**Q:** The metals I process, copper and the platinum metals among them, crystallise with close-packed atoms. What would it cost to put them into the open structure of white tin, and is there any order in the cost?

**A:** There is an order, and it follows the electron count.

Metals of groups 8 to 11 in the beta-tin structure (space group I4_1/amd, No. 141), with cell and atoms relaxed under fixed symmetry. Computed with Ansatz 0.2.0: PBE functional, plane-wave PAW, scalar-relativistic, cutoff 420 eV, Gaussian smearing of 0.1 eV, k meshes from 18×18×18 to 26×26×26.

```tsv
element	Z	valence electrons	volume per atom (Å³)	shortest distance (Å)	spin	energy over elements (eV/atom)
Co	27	9	12.11	2.329	collinear	0.544
Ni	28	10	12.01	2.308	collinear	0.464
Cu	29	11	13.18	2.401	none	0.327
Ru	44	8	15.50	2.461	none	0.915
Rh	45	9	15.60	2.488	none	0.546
Ir	77	9	16.21	2.522	none	0.679
Pt	78	10	17.15	2.607	none	0.298
```

The electron counts run from ruthenium's eight to copper's eleven. The energy over elements is measured from each metal's own stable crystal, hcp for cobalt and ruthenium and fcc for the others. It falls with each added valence electron within a row of the periodic table: by 0.37 eV per atom from ruthenium to rhodium, by nearly the same from iridium to platinum, and more gently from cobalt through nickel to copper. Even the smallest cost, platinum's, is roughly 30 kJ per mole, about twice the heat that melts copper.

**Q:** What does the structure take away from the metal?

**A:** Neighbours. A close-packed atom has twelve. Here it has four nearest ones, two somewhat farther off along the short axis, and four more roughly a quarter farther away than the nearest. At unchanged distances, fewer partners would mean a narrower band of d energies, and electrons in its lower part would gain less. The four nearest bonds therefore shorten, by 7 to 9 % against rough textbook distances. That widens the band again and wins back part of the loss, but it also makes the atoms repel each other more strongly.

**Q:** Why do extra electrons make that loss smaller?

**A:** Compare the molecules N₂, O₂ and F₂. Their added electrons enter antibonding orbitals, so the bond weakens along the series and there is less of it to lose. The upper half of a d band is antibonding in the same way, and these metals are filling it. The comparison holds for the d electrons only, because a metal with a full d band is still held together by its s and p electrons.

**Q:** Can that be turned into a number?

**A:** Take a band of width $W$ that holds ten d electrons, with its levels evenly spread, and fill it from the bottom with $N$ electrons. Their average energy lies $(W/2)(1-N/10)$ below the band's centre, so the d-band energy is

$$E_d=\frac{W\,N(10-N)}{20}.$$

For $N$ I take the valence electrons less one, which is left to the s band. Ruthenium then has $N=7$, and its width in the close-packed metal is roughly 8.4 eV (like all the band widths I use here, a rough figure from memory, not a result of these calculations), so $E_d = 8.4\times7\times3/20 = 8.8$ eV. If the open structure costs a tenth of this, the estimate is 0.88 eV, against 0.915 eV in the table.

**Q:** Where does the tenth come from?

**A:** It is the one factor fitted to the four 4d and 5d metals, ruthenium included, and it reproduces each of their costs to within 0.03 eV. The output printed below gives the details.

A crude theory can reach the same order of magnitude. For $z$ neighbours and an orbital overlap $x$, the band energy grows as $\sqrt{z}\,x$. Let the repulsion between atoms grow as $z\,x^3$, which is an assumption about how steep it is. At the best bond length the net binding is then two thirds of the band energy and varies as $z^{1/4}$. Going from twelve neighbours to six removes about 16 % of the net binding, or about a tenth of the band energy. The result hangs on the assumed steepness: if the repulsion grew only as $z\,x^2$, the number of neighbours would drop out and nothing would be lost.

**Q:** Four metals and one factor: how far would you trust it?

**A:** I trust the direction and the rough size more than the close agreement. With half a d electron less in each metal, the cost is no longer a constant share of $E_d$: it is still about a tenth in ruthenium but only 7 % in platinum. A more direct sign that band width matters is the pair rhodium and iridium, which have the same electron count. Iridium costs 24 % more, and its band is wider by roughly a quarter.

The model also spreads the levels evenly, while real d bands have peaks and dips that differ from one structure to another. These can shift such a cost by tenths of an eV, which is the size of the steps themselves, so much of the trend may come from the shape of the bands.

**Q:** Copper's d shell is full. By your formula it should cost nothing.

**A:** The formula does give zero, and the table gives 0.327 eV. Copper is held together by its s and p electrons and by their mixing with the d states, and standard bonding theory has these contributions favour many neighbours too. I could instead set the cost as a fixed share of each metal's whole cohesion. Fitted to all seven metals, that covers copper but makes platinum about twice as costly as it is.

**Q:** And why is the step from cobalt to nickel so small?

**A:** The table has only 0.08 eV there. One reason is that 3d bands are narrow, so one more electron changes the d-band energy less than in the heavier metals. If I take copper's cost as a base and add a tenth of $E_d$, the step comes out at 0.18 eV.

Magnetism probably accounts for part of the rest. Cobalt carries 1.8 Bohr magnetons per atom in this structure and nickel 0.67. In cobalt one spin direction is therefore almost full and bonds little, which leaves less d bonding to lose. If the close-packed metals carry much the same moments, the estimated step shrinks to 0.12 eV. This remains an argument, because testing it would take calculations with magnetism switched off in both structures.

**Q:** Then platinum, with a hole in its d shell, should cost more than copper.

**A:** It should, if copper's base cost carried over, and it does not. The same sum gives 0.64 eV for platinum, more than twice the computed 0.298 eV. So the base is of use for the 3d metals at best, and the factor fitted to the heavier ones may be hiding whatever their s and p electrons contribute. I would not build a theory on the order of platinum and copper itself: they differ by only 0.03 eV, and spin-orbit coupling, which is left out here, could matter at that level for platinum.

**Q:** How should I use this for a neighbouring metal?

**A:** Ask how many holes its d shell has and how wide its d band is. Among the 4d and 5d metals here, more holes and a wider band both mean more d bonding at stake, and so a higher price for an open structure. In the formula this holds only up to five holes; past a half-filled band, further holes weaken the d bonding again. The rule does not carry across to the 3d metals: nickel costs more than platinum, and cobalt as much as rhodium, although their bands are narrower. With a full shell, as in copper, or in a magnet, the simple product is not enough. The price also does not tell you whether the structure would survive once made: each cell was relaxed with its symmetry held fixed, so it may sit on a ridge rather than in a valley.

The analysis program printed:

```
Neighbour shells:
  row  'four at (Å)'  'two at (Å)'  'next four at (Å)'  'shortest over close-packed (rough)'
   Co          2.329          2.39               2.877                                0.9316
   Ni          2.308         2.421               2.874                                0.9232
   Cu          2.401         2.445               2.959                                0.9235
   Ru          2.461         2.781                3.15                                0.9115
   Rh          2.488         2.724               3.147                                0.9215
   Ir          2.522         2.754               3.186                                0.9341
   Pt          2.607         2.705               3.234                                0.9311
fit of cost on 4 rows (heavy): coefficient of eb 0.1005 +/- 0.0018; rms 0.0204, worst Ru -0.0284, leave-one-out rms 0.0324
  rows outside the fit (model, value, miss): Co 0.3538, 0.544, -0.19; Ni 0.1719, 0.464, -0.292; Cu 0, 0.327, -0.327
fit of cost on 7 rows: coefficient of coh 0.101 +/- 0.011; rms 0.148, worst Pt 0.288, leave-one-out rms 0.179
Model:
  row  'd-band energy (eV)'  'd-band energy over cost'  'same with half a d electron less'  'Cu cost + d part without moments (eV)'  'Cu cost + d part with moments (eV)'
   Co                  3.52                      6.471                               7.583                                   0.6808                                0.6092
   Ni                  1.71                      3.685                               5.221                                   0.4989                                0.4903
   Cu                     0                          0                               2.034                                    0.327                                 0.327
   Ru                  8.82                      9.639                               10.44                                    1.214                                 1.214
   Rh                  5.52                      10.11                               11.85                                   0.8819                                0.8819
   Ir                  6.96                      10.25                               12.01                                    1.027                                 1.027
   Pt                  3.15                      10.57                               14.97                                   0.6436                                0.6436
Fall in cost from Ru to Rh (eV/atom): 0.369
Fall in cost from Ir to Pt (eV/atom): 0.381
Fall in cost from Co to Ni (eV/atom): 0.08
Fall in cost from Ni to Cu (eV/atom): 0.137
Fall from Co to Ni estimated without moments (eV/atom): 0.1819
Fall from Co to Ni estimated with moments (eV/atom): 0.1189
Cost of Ir over cost of Rh (ratio): 1.244
Rough band width of Ir over that of Rh (ratio): 1.261
Cost of Cu less cost of Pt (eV/atom): 0.029
Crude theory for the share of d-band energy lost from 12 to 6 neighbours: 0.1061
```
